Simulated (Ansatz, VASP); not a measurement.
# AlSi11HO24 (Al-H pair in alpha-quartz): VASP beside Ansatz

One calculation is typed for both programs; each brings its own data sets. How far apart do they land? Of the first pair: The structure shown is the start of the Ansatz relaxation below; VASP solves that cell, so the two are compared at the walk's first step.

Calculated with Ansatz 0.2.0; plane waves, with VASP 6.6.1 beside it; single point at PBE.

## (1) Set-up

The cell holds 37 atoms: 11 Si, 24 O, 1 Al and 1 H. Its edges and angles: a = 7.451 Å, b = 7.451 Å, c = 10.040 Å, α = 70.3°, β = 70.3°, γ = 71.4°. It derives from SiO2 (SiO2 (P3_221)). Nearest the centre at fractional (0.355, 0.472, 0.482): O12 at 0.32 Å, Al36 at 1.31 Å, H37 at 1.32 Å, Si1 at 1.90 Å, O35 at 2.36 Å, O19 at 2.40 Å, O28 at 2.44 Å, O22 at 2.85 Å.

## (2) Ansatz: relaxation, PBE

Ansatz runs on its default PAW (the set named soft_2) files.

The two programs are compared at the cell with which this relaxation starts, whose forces are those of its first step.

The input, input.yaml:

```yaml
crystal:
  lattice:
    - [-2.50992978, 4.34732595, 5.50672191]
    - [5.01985956, 0.0, 5.50672191]
    - [5.01985956, 8.6946519, 0.0]
  atoms:
    - { symbol: Si, position: [0.097721751, 0.57070006, 0.452551611] }
    - { symbol: Si, position: [0.592102228, 0.073263361, 0.202744378] }
    - { symbol: Si, position: [0.402657479, 0.929508163, 0.035201742] }
    - { symbol: Si, position: [0.90690625, 0.430057162, 0.284916116] }
    - { symbol: Si, position: [0.000768093, -0.002810971, 0.261514486] }
    - { symbol: Si, position: [0.500831542, 0.501349653, 0.009439245] }
    - { symbol: O, position: [0.317507699, 0.47596282, 0.470599376] }
    - { symbol: O, position: [0.816177567, 0.980491641, 0.218450617] }
    - { symbol: O, position: [0.43923195, 0.021561958, 0.362467274] }
    - { symbol: O, position: [0.939111039, 0.523231088, 0.11262425] }
    - { symbol: O, position: [0.436903346, 0.691371608, 0.07617401] }
    - { symbol: O, position: [0.936818514, 0.192807635, 0.32576291] }
    - { symbol: O, position: [0.18210434, 0.020699077, 0.115101447] }
    - { symbol: O, position: [0.679779849, 0.52326112, 0.367727908] }
    - { symbol: O, position: [0.062730149, 0.474429885, 0.340590492] }
    - { symbol: O, position: [0.560788801, 0.977116542, 0.089898872] }
    - { symbol: O, position: [0.065667832, 0.807872193, 0.38704849] }
    - { symbol: O, position: [0.563048348, 0.30541659, 0.138555614] }
    - { symbol: Si, position: [0.093698553, 0.573500459, 0.950909834] }
    - { symbol: Si, position: [0.592577237, 0.072146852, 0.701824254] }
    - { symbol: Si, position: [0.406012732, 0.930725467, 0.534952189] }
    - { symbol: Si, position: [0.907279059, 0.427657561, 0.784149886] }
    - { symbol: Si, position: [-0.000842246, -0.000376403, 0.763731885] }
    - { symbol: Al, position: [0.500946498, 0.501890828, 0.509677737] }
    - { symbol: O, position: [0.317784233, 0.479259462, 0.966507951] }
    - { symbol: O, position: [0.816491445, 0.980590504, 0.71834057] }
    - { symbol: O, position: [0.437538618, 0.02482747, 0.858924375] }
    - { symbol: O, position: [0.941212606, 0.523332457, 0.609369182] }
    - { symbol: O, position: [0.436394799, 0.689878448, 0.575989434] }
    - { symbol: O, position: [0.937439208, 0.193532767, 0.822016381] }
    - { symbol: O, position: [0.181965218, 0.019502341, 0.617265204] }
    - { symbol: O, position: [0.679335077, 0.522627178, 0.866833993] }
    - { symbol: O, position: [0.060228854, 0.476253312, 0.840365382] }
    - { symbol: O, position: [0.561612992, 0.975599718, 0.593886748] }
    - { symbol: O, position: [0.060291422, 0.808061858, 0.88967336] }
    - { symbol: O, position: [0.565003318, 0.309434615, 0.638498332] }
    - { symbol: H, position: [0.209621698, 0.44744948, 0.447493293] }
basis:
  ecutwfc: 420
  xc_grid: 2
hamiltonian:
  xc: pbe
kpoints:
  mp_grid: { grid: [1, 1, 1], shift: [0.25, 0.25, 0.25] }
scf:
  occupations: { method: fermi_dirac, width: 0.01 }
  max_iter: 120
relax:
  f_tol: 0.02
  max_steps: 80
  escape_saddle: false
output:
  forces: true
```

On the command line:

```bash
$ ansatz run input.yaml --threads 4 --pin off --max-ram 7536MiB --backend cpu --events-out ev --progress --plain --runs-dir out
```

Numbers of over 12 decimals in the logs are rounded to 6 here.

The program printed:

```text
The last accepted step is kept in <dir> (removed where the run ends without a failure and the disk answers)
Engine: ansatz 0.2.0, aarch64-unknown-linux-gnu
Pseudopotentials: kind: paw
Pseudopotential: Si, paw, valence charge 4, recommended cutoff 420 eV (normal), Si.paw.azcp
Pseudopotential: O, paw, valence charge 6, recommended cutoff 420 eV (normal), O.paw.azcp
Pseudopotential: Al, paw, valence charge 3, recommended cutoff 420 eV (normal), Al.paw.azcp
Pseudopotential: H, paw, valence charge 1, recommended cutoff 420 eV (normal), H.paw.azcp
Functional definition: PBE
  parameter kappa = 0.804
  parameter beta = 0.066725
  exchange = pbe_x(kappa = kappa, mu = beta*pi^2/3)
  correlation = pbe_c(beta = beta)
Crystal: 37 atoms, lattice volume = 480.692 Å³
Basis set: ecut = 420 eV, 9399 PW (Γ), exchange–correlation on 100×100×144 points (8 copies of the dense FFT grid, shifted against one another)
Bands: 133, of which v1, the nominal top of the filled ones, is band 96 counted from 1 (95 counted from 0)
Symmetry: 1 space group operations
Space group: P1 (ITA 1), of the structure as read, at distance tolerance 7.8e-5 Å
k-points: 1
Non-local potential: Si, projectors of the file, l = 0: 2, l = 1: 2, l = 2: 2
Non-local potential: O, projectors of the file, l = 0: 2, l = 1: 2, l = 2: 1
Non-local potential: Al, projectors of the file, l = 0: 2, l = 1: 2, l = 2: 1
Non-local potential: H, projectors of the file, l = 0: 2, l = 1: 1
PAW form: soft (Blöchl's): semilocal exchange-correlation on the pseudo side does not see the compensation charge
PAW one-centre angular grid: Si, 110 points (default); XC on 64 Gauss nodes
PAW one-centre angular grid: O, 110 points (default); XC on 64 Gauss nodes
PAW one-centre angular grid: Al, 110 points (default); XC on 64 Gauss nodes
PAW one-centre angular grid: H, 110 points (default); XC on 64 Gauss nodes
Initial density: superposition of atomic densities (neutral atoms: chi_scale 0, normalization atom), corrected by the library's trained network
Initial wavefunctions: pseudopotential atomic-orbital guess
Functional: x = pbe(κ = 0.804, μ = 0.219515), c = pbe(β = 0.066725)
SCF iter   1: F=—  HF=-21196.178316 eV  |F-HF|=—  |Δ(HF+E_count)|=         —  Δρ=9.57e-3  dr2=5.09e-1  ethr=1.77e-3  ⟨swp⟩=7.0  Hψ=646  notcnv=0  defer=18
preconditioner: auto → Resta (q_TF=auto, 2.341 Å⁻¹)  ε∞=3.0  [insulator: Δε(μ)=4.399 eV  Ē_g=16.620 eV  σ=0.010 eV  W_gap=1.00  n_scr=102 (ndim 8)  ℏωp=23.5 eV  f_vac=0.153  D(μ)=0.00/eV (n_scr^D=0)  ε∞_Penn≈3.0]
SCF iter   2: F=—  HF=-21196.019458 eV  |F-HF|=—  |Δ(HF+E_count)|=   1.59e-1  Δρ=4.31e-3  dr2=8.76e-2  ethr=2.65e-4  ⟨swp⟩=3.0  Hψ=257  notcnv=0  defer=33
SCF iter   3: F=—  HF=-21195.989258 eV  |F-HF|=—  |Δ(HF+E_count)|=   3.02e-2  Δρ=1.50e-3  dr2=1.59e-2  ethr=4.56e-5  ⟨swp⟩=4.0  Hψ=205  notcnv=0  defer=33
SCF iter   4: F=—  HF=-21195.984210 eV  |F-HF|=—  |Δ(HF+E_count)|=   5.05e-3  Δρ=5.50e-4  dr2=1.72e-3  ethr=8.26e-6  ⟨swp⟩=4.0  Hψ=205  notcnv=0  defer=33
SCF iter   5: F=—  HF=-21195.984552 eV  |F-HF|=—  |Δ(HF+E_count)|=   3.42e-4  Δρ=3.18e-4  dr2=3.83e-4  ethr=8.96e-7  ⟨swp⟩=5.0  Hψ=257  notcnv=0  defer=32
SCF iter   6: F=—  HF=-21195.984484 eV  |F-HF|=—  |Δ(HF+E_count)|=   6.78e-5  Δρ=8.21e-5  dr2=2.99e-5  ethr=2.00e-7  ⟨swp⟩=2.0  Hψ=197  notcnv=0  defer=32
SCF iter   7: F=-21195.984493 eV  HF=-21195.984493 eV  |F-HF|=4.12e-8  |Δ(HF+E_count)|=   8.28e-6  Δρ=2.38e-5  dr2=2.50e-6  ethr=5.21e-9  ⟨swp⟩=4.0  Hψ=425  notcnv=0
SCF 1 converged in 7 iterations: F = -21195.984493 eV  dr2 = 2.50e-6
  greatest PAW one-centre occupation: 0.876 electrons in one spin orbital (limit 2), on the O atom at site 6 (counted from 0), in its partial waves of l = 0
relax step   1: F+E_penalty+E_count = -21195.98449276 eV  Δ(F+E_penalty+E_count) = +0.000e0 eV  max|allowed force component| = 2.711e1 eV/Å  Δτ_max = 0.0000 Å  (7 SCF iters, dr2 threshold 1.00e-5 eV, accepted)
[...]
relax step  16: F+E_penalty+E_count = -21206.52828854 eV  Δ(F+E_penalty+E_count) = -2.433e-3 eV  max|allowed force component| = 1.913e-2 eV/Å  Δτ_max = 0.0248 Å  (7 SCF iters, accepted)
[...]
relax step  17: F+E_penalty+E_count = -21206.52873575 eV  Δ(F+E_penalty+E_count) = -4.472e-4 eV  max|allowed force component| = 2.109e-2 eV/Å  Δτ_max = 0.0234 Å  (7 SCF iters, accepted)
[...]
relax step  18: F+E_penalty+E_count = -21206.52878856 eV  Δ(F+E_penalty+E_count) = -5.281e-5 eV  max|allowed force component| = 8.141e-3 eV/Å  Δτ_max = 0.0078 Å  (6 SCF iters, accepted)
SCF converged after 6 iterations
Free energy (F): -21206.528789 eV
Harris-Foulkes:  -21206.528789 eV  (|F-HF|=1.83e-8)
Internal energy: -21206.528789 eV  (E = F + TS)
E sigma→0 (E₀):  -21206.528789 eV
Fermi energy:    5.173977 eV
--- Per-component energies (eV) ---
  E_band       = -900.880428
  E_kinetic    = 4811.902503
  E_local      = -12165.839165  (includes V_loc(G=0)·N_el)
  E_nonlocal   = 1427.108046
  E_hartree    = 4389.596328
  E_xc         = -2441.627908
  E_vxc        = -2834.756202  (∫ρ·V_xc dr)
  E_paw        = -9927.976649  (= ΣΔE_a)
  E_vpaw       = -918.544676  (= ΣTr[D̂ρ^β])
  E_aug_tail   = 0.060881  (compensation charges beyond the density's cutoff)
  E_ewald      = -7299.752826
  E_smearing   = -0.000000  (= −TS)
  E_closure    = -0.000000  (closes the sum)
  Σ components = -21206.528789   (vs F -21206.528789, Δ=0.00e0)
--- Forces (eV/Å), atoms counted from 1 ---
  atom   1  Si     0.00524861    -0.00353929    -0.00681925
  atom   2  Si    -0.00489027    -0.00702655    -0.00806684
  atom   3  Si     0.00813993    -0.00430921     0.00801587
  atom   4  Si     0.00131036    -0.00334549     0.00294716
  atom   5  Si    -0.00453083    -0.00722971     0.00273461
  atom   6  Si    -0.00207721    -0.00443693    -0.00090113
  atom   7  O     -0.00284682     0.00402697     0.00294326
  atom   8  O     -0.00002907     0.00240201     0.00261503
  atom   9  O      0.00610677     0.00402180    -0.00284483
  atom  10  O      0.00089101     0.00046093    -0.00099764
  atom  11  O     -0.00375675     0.00093901    -0.00362252
  atom  12  O     -0.00018368     0.00253891    -0.00104773
  atom  13  O     -0.00045743     0.00111100    -0.00184944
  atom  14  O     -0.00098756     0.00191751     0.00040207
  atom  15  O      0.00018322     0.00005012     0.00045787
  atom  16  O      0.00181849     0.00364853     0.00491323
  atom  17  O     -0.00144280     0.00403448    -0.00239826
  atom  18  O      0.00085510     0.00200500     0.00120098
  atom  19  Si    -0.00116629     0.00441857    -0.00001143
  atom  20  Si    -0.00147878     0.00351517    -0.00291480
  atom  21  Si    -0.00454531    -0.00191123     0.00609917
  atom  22  Si     0.00005785    -0.00340260    -0.00197566
  atom  23  Si     0.00231833    -0.00425528    -0.00318411
  atom  24  Al    -0.00051778    -0.00080146     0.00107892
[...]
atom  30  O     -0.00082405     0.00105256    -0.00031817
  atom  31  O      0.00028173    -0.00052764    -0.00008634
  atom  32  O      0.00054704     0.00141568    -0.00094593
  atom  33  O     -0.00014114     0.00046030     0.00093515
  atom  34  O      0.00091060     0.00181550     0.00049192
  atom  35  O      0.00094371    -0.00033288     0.00047873
  atom  36  O      0.00214948    -0.00135536     0.00206640
  atom  37  H     -0.00012989    -0.00185275    -0.00177368
  max |Σ_I F_I| component: 2.56e-5 eV/Å
--- Relaxed structure (18 steps of the walk, 17 accepted, 0 SCFs on fresh bases) ---
  F+E_penalty+E_count = -21206.52878856 eV   max|allowed force component| = 8.141e-3 eV/Å
  atoms:
    - { symbol: Si, position: [0.077089, 0.569249, 0.445051] }
    - { symbol: Si, position: [0.580067, 0.082215, 0.216134] }
    - { symbol: Si, position: [0.393280, 0.922920, 0.049462] }
    - { symbol: Si, position: [0.900718, 0.426855, 0.272106] }
    - { symbol: Si, position: [-0.010438, -0.00517716, 0.264472] }
    - { symbol: Si, position: [0.503243, 0.505308, 0.00351811] }
    - { symbol: O, position: [0.310941, 0.456742, 0.454165] }
    - { symbol: O, position: [0.799477, 0.968859, 0.234104] }
    - { symbol: O, position: [0.431004, 0.094168, 0.378560] }
    - { symbol: O, position: [0.949123, 0.504097, 0.094564] }
    - { symbol: O, position: [0.430851, 0.687181, 0.078014] }
    - { symbol: O, position: [0.938664, 0.187562, 0.322518] }
    - { symbol: O, position: [0.161533, 0.011344, 0.113320] }
    - { symbol: O, position: [0.682630, 0.526583, 0.344620] }
    - { symbol: O, position: [0.057772, 0.481580, 0.325710] }
    - { symbol: O, position: [0.517645, 0.963354, 0.137707] }
    - { symbol: O, position: [0.060662, 0.802672, 0.390870] }
    - { symbol: O, position: [0.573503, 0.308433, 0.124399] }
    - { symbol: Si, position: [0.103625, 0.573067, 0.940180] }
    - { symbol: Si, position: [0.597653, 0.072300, 0.713641] }
    - { symbol: Si, position: [0.396103, 0.945817, 0.546978] }
    - { symbol: Si, position: [0.903806, 0.434350, 0.782441] }
    - { symbol: Si, position: [-0.00289801, 0.00825936, 0.770915] }
    - { symbol: Al, position: [0.505153, 0.507191, 0.507691] }
    - { symbol: O, position: [0.327367, 0.479292, 0.955155] }
    - { symbol: O, position: [0.823858, 0.975357, 0.724709] }
    - { symbol: O, position: [0.450684, 0.028893, 0.877528] }
    - { symbol: O, position: [0.931802, 0.510003, 0.605106] }
    - { symbol: O, position: [0.405321, 0.727145, 0.552846] }
    - { symbol: O, position: [0.922197, 0.198266, 0.838791] }
    - { symbol: O, position: [0.177956, 0.052367, 0.628210] }
    - { symbol: O, position: [0.686050, 0.542388, 0.860780] }
    - { symbol: O, position: [0.071534, 0.493466, 0.818900] }
    - { symbol: O, position: [0.558956, 0.956863, 0.616928] }
    - { symbol: O, position: [0.068302, 0.811307, 0.892375] }
    - { symbol: O, position: [0.562582, 0.303651, 0.644062] }
    - { symbol: H, position: [0.357635, 0.338255, 0.415245] }
```

In the SCF lines HF is the Harris–Foulkes energy and dr2 the Hartree energy of the density residual, in eV; the loop may stop once dr2 is under the threshold and the program's other checks hold. Hψ counts applications of the Hamiltonian.

## (3) VASP: single point, PBE, start cell, pair 1

The same cell, functional, mesh and smearing now go to VASP, with its own data sets.

Lines of VASP's logs that name or quote its potential files are left out, and so is its time.

The input, INCAR:

```
SYSTEM = AlSi11HO24
PREC = Accurate
ENCUT = 520
EDIFF = 1E-06
NELM = 120
ISMEAR = -1
SIGMA = 0.01
LREAL = Auto
ALGO = Normal
GGA = PE
NBANDS = 124
LORBIT = 11
LWAVE = .FALSE.
LCHARG = .FALSE.
ISIF = 2
ISYM = 0
LASPH = .TRUE.
GGA_COMPAT = .FALSE.
EFERMI = MIDGAP
```

The input, POSCAR:

```
AlSi11HO24
1.0
   -2.5099297812      4.3473259494      5.5067219105
    5.0198595625      0.0000000000      5.5067219105
    5.0198595625      8.6946518988      0.0000000000
Si O Al H
11 24 1 1
Direct
    0.0977217417      0.5707000634      0.4525516124
    0.5921022011      0.0732633394      0.2027443717
    0.4026575163      0.9295081748      0.0352017003
    0.9069063472      0.4300571166      0.2849161222
    0.0007681229      0.9971889194      0.2615145202
    0.5008314874      0.5013496813      0.0094392828
    0.0936984866      0.5735004495      0.9509098506
    0.5925772651      0.0721468775      0.7018242420
    0.4060127442      0.9307255404      0.5349522115
    0.9072791247      0.4276575435      0.7841498426
    0.9991577406      0.9996235671      0.7637318496
    0.3175076679      0.4759627617      0.4705993666
    0.8161776330      0.9804916306      0.2184505854
    0.4392319911      0.0215619334      0.3624672275
    0.9391109481      0.5232311005      0.1126242450
    0.4369033717      0.6913715078      0.0761740254
    0.9368184968      0.1928076403      0.3257629715
    0.1821043869      0.0206990265      0.1151014307
    0.6797798691      0.5232610884      0.3677279289
    0.0627301021      0.4744299448      0.3405904956
    0.5607887922      0.9771165420      0.0898988643
    0.0656678486      0.8078721772      0.3870484404
    0.5630484136      0.3054165420      0.1385556357
    0.3177842707      0.4792594282      0.9665079513
    0.8164915270      0.9805905049      0.7183405696
    0.4375385447      0.0248274584      0.8589243615
    0.9412125370      0.5233324556      0.6093692278
    0.4363948040      0.6898785217      0.5759894246
    0.9374391409      0.1935328060      0.8220164050
    0.1819651963      0.0195023952      0.6172651928
    0.6793350577      0.5226272181      0.8668340220
    0.0602288242      0.4762533239      0.8403654056
    0.5616130311      0.9755996950      0.5938866968
    0.0602914534      0.8080618206      0.8896733866
    0.5650033043      0.3094347150      0.6384983020
    0.5009464208      0.5018908551      0.5096777510
    0.2096216896      0.4474494425      0.4474932676
```

The input, KPOINTS:

```
Points of the shifted mesh
1
Reciprocal
 0.2500000000  0.2500000000  0.2500000000 1
```

PAW data sets: Si, O, Al and H (PBE family, release 64).

On the command line:

```bash
$ mpirun -np 4 vasp_std
```

The program printed:

```text
[banner, memory and clock lines left out]
running    4 mpi-ranks, on    1 nodes
[...]
LDA part: xc-table for (Slater+PW92), standard interpolation
 POSCAR, INCAR and KPOINTS ok, starting setup
[...]
entering main loop
       N       E                     dE             d eps       ncg     rms          rms(c)
DAV:   1     0.125588639187E+04    0.12559E+04   -0.10024E+05   248   0.143E+03
DAV:   2    -0.213268187612E+03   -0.14692E+04   -0.14359E+04   300   0.332E+02
DAV:   3    -0.313673189904E+03   -0.10041E+03   -0.99876E+02   296   0.932E+01
DAV:   4    -0.315217410111E+03   -0.15442E+01   -0.15397E+01   304   0.123E+01
[...]
DAV:  15    -0.275874158532E+03    0.99492E-05   -0.42797E-05   304   0.240E-02    0.222E-02
DAV:  16    -0.275874158047E+03    0.48518E-06   -0.16709E-05   296   0.161E-02    0.613E-03
DAV:  17    -0.275874157817E+03    0.22948E-06   -0.31979E-06   264   0.804E-03
   1 F= -.27587416E+03 E0= -.27587416E+03  d E =0.000000E+00
```

OUTCAR, selected parts (step 3):

```text
  Total       31.1031706     18.0155748     12.3187719     -9.6935786     -0.9619820     -0.2453715
  in kB      103.6688636     60.0470668     41.0592573    -32.3093194     -3.2063478     -0.8178390
  external PRESSURE =      68.2583959 kB  Pullay stress =       0.0000000 kB

 POSITION                                       TOTAL-FORCE (eV/Angst)
 -----------------------------------------------------------------------------------
      4.89130      4.35961      3.68081        26.520545    -13.575200      1.191251
     -0.10062      4.33685      3.66398        -0.917134      0.173986     -0.576846
      3.83207      2.05655      7.33587        -0.948818     -0.233965      0.657234
      1.31279      6.41986      7.36229         1.719362     -1.286352     -3.388089
      6.31659      2.27712      5.49547         1.398736     -0.849929      0.954432
      1.30704      2.25935      5.51873         0.505811      0.424892     -0.764121
      7.41715      8.67517      3.67408        -0.303447      0.561886     -0.280979
      2.39790      8.67824      3.66045         1.197478      0.027195      2.218645
      6.33843      6.41629      7.36105        -1.321128      1.909362     -2.319914
      3.80590     10.76215      7.35112         1.277164      0.124247     -1.123722
      6.34398     10.98405     11.00673        -0.446064     -1.177778     -0.204720
      3.95469      5.47201      4.36942         0.583332     -4.378898     -4.078231
      3.96997      5.44754      9.89376        -0.177844      0.200704     -0.034652
      0.82533      5.06101      2.53746        -0.045511     -1.158053      0.749077
[...]
-----------------------------------------------------------------------------------
    total drift:                                0.011852     -0.007074      0.004296

  FREE ENERGIE OF THE ION-ELECTRON SYSTEM (eV)
  ---------------------------------------------------
  free  energy   TOTEN  =      -275.8741578174 eV

  energy  without entropy=     -275.8741578174  energy(sigma->0) =     -275.87415782

[... 3 further parts left out ...]
[key lines of the parts left out:]
E-fermi :   3.1491
```

The run ends at a pressure of 6.83 GPa, with forces up to 30 eV/Å.

## (4) Differences

Known differences besides the potentials themselves: the cutoff is 420 eV in Ansatz and 520 eV in VASP (PREC = Accurate, projectors in real space). Total energies have different zeros and are not compared.

Forces on 7 of the 37 atoms, those with the largest forces and the largest differences (eV/Å; atoms numbered as in POSCAR):

```
atom           Ansatz x, y, z             VASP x, y, z
 Si1   27.105, -13.850, 1.220   26.521, -13.575, 1.191
 Si4    1.713, -1.284, -3.386    1.719, -1.286, -3.388
 O12    0.583, -4.548, -4.265    0.583, -4.379, -4.078
 O19    -4.698, -1.313, 4.118    -4.746, -1.338, 4.180
 O28     4.310, -0.442, 2.316     4.369, -0.437, 2.335
Al36      0.007, 3.832, 1.582      0.022, 3.810, 1.517
 H37  -25.930, 11.928, -1.915  -25.384, 11.494, -2.057
```

The forces differ by 96 meV/Å r.m.s., which is 2.3 % of the r.m.s. force of 4.119 eV/Å (both taken over all components).

[end of part 1 of 2]

[Lines on the potential files, build, host, timing and source positions are cut from VASP's logs without a mark.]

[Logs are printed without paths, hosts, clocks, repeated set-up lines and the standing remarks that a program may print on its own settings, such as how far it seeks lower states.]

[Hosts, paths, dates, database ids (printed as entryN), source tags and the programs' standing remarks are cut or masked in the printed files.]
